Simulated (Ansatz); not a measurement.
In YN (rock salt type) the Y atom of the primitive cell, with all its periodic images, is moved by 0.06 Å along [111].

```yaml
crystal:
  lattice:
    - [0.00000, 2.46000, 2.46000]
    - [2.46000, 0.00000, 2.46000]
    - [2.46000, 2.46000, 0.00000]
  atoms:
    - { symbol: Y, position: [0.00704, 0.00704, 0.00704] }
    - { symbol: N, position: [0.50000, 0.50000, 0.50000] }
```
Lattice in Å, positions in fractions of it.

Theory: HSE06, plane waves, PAW datasets (earlier set, tuned by hand) in Ansatz.

Cutoff 870 eV; exchange singularity: Wigner-Seitz; k-mesh 4×4×4 Γ-centred; Fermi–Dirac smearing of 0.05 eV; no spin polarisation.

What force results?

The force on it along the displacement is 0.0213 eV/Å, a force constant of -0.36 eV/Å². The cell stands under a pressure of -3.4 GPa, which shifts the constant from its value at the relaxed volume. It is negative: the force pushes the atom further, so on this mesh the structure is unstable along this displacement. On a mesh this coarse the force constant of so soft a mode can lie far from its converged value, in sign too.

```
atom  Fx (eV/Å)  Fy (eV/Å)  Fz (eV/Å)
  Y1     0.0123     0.0123     0.0123
  N2    -0.0123    -0.0123    -0.0123
```

The k-mesh is coarse, so these values belong to this mesh and can lie far from the converged ones. Where the force pushes the moved atom further off its site, the soft mode may be real or faked by the k-mesh.
